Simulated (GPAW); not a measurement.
The system is ZnO (zincite).

```
Zn O
1.0
     3.24931    0.00000    0.00000
    -1.62465    2.81398    0.00000
     0.00000    0.00000    5.20571
Zn O
2 2
Direct
  0.66667 0.33333 0.00000
  0.33333 0.66667 0.50000
  0.33333 0.66667 0.87901
  0.66667 0.33333 0.37901
```

Base run:

| Item | Value |
| --- | --- |
| Program | GPAW 26.7.0 |
| Functional | M06-L |
| Potentials or basis | GPAW PAW data sets (gpaw-data 1.2.1) |
| Cutoff | 800 eV |
| Basis | pw |
| k mesh | 6 × 6 × 3 |
| Occupations | fermi-dirac, width 0.05 eV |
| Spin | no spin polarisation |

Its results: band gap on the k mesh 0.71 eV, direct; largest force 0.092 eV/Å.

**Question.** After a change of settings the same cell gave: band gap on the k mesh 0.96 eV, direct; largest force 0.072 eV/Å. Which change was it?
A. functional from M06-L to MS2; band points from 60 to 100
B. functional from M06-L to optB88-vdW
C. functional from M06-L to mBEEF
D. functional from M06-L to PBE; k mesh from 6 × 6 × 3 to 9 × 9 × 5

**Answer.** B.

Caveats: the PAW data sets were made with another functional, which shifts forces and pressure a little.

Not every run made on this cell is shown here.
